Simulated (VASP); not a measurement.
# Ni: kinetic-energy density

Ni, Fm-3m (no. 225), 1 atom in the cell. PBE; PAW potentials Ni (PBE set).

## Input

INCAR:
```
SYSTEM = Ni
  PREC = Accurate
  ENCUT = 520
  EDIFF = 1E-7
  ISMEAR = 1
  SIGMA = 0.1
  LREAL = .FALSE.
  LASPH = .TRUE.
  ALGO = Normal
  NELM = 100
  ISIF = 2
  LWAVE = .FALSE.
  LCHARG = .TRUE.
  ISPIN = 2
  MAGMOM = 1
  LORBIT = 11
  LMAXMIX = 4
  LTAU = .TRUE.
```

KPOINTS:
```
k-points
0
Gamma
  11 11 11
```

POSCAR:
```
Ni
1.0
    0.0000000000      1.7375729330      1.7375729330
    1.7375729330      0.0000000000      1.7375729330
    1.7375729330      1.7375729330      0.0000000000
Ni
1
Direct
    0.0000000000      0.0000000000      0.0000000000
```

Commands:
```
cat potpaw_PBE.64/Ni/POTCAR > POTCAR
mpirun -np 1 vasp_std > vasp.out
```

## Result

- Kinetic energy of the pseudo orbitals (eV): 61.90

VASP 6.6.1 took 5.8 s on 1 core (Intel Xeon 6975P-C (Granite Rapids)), a shared host.
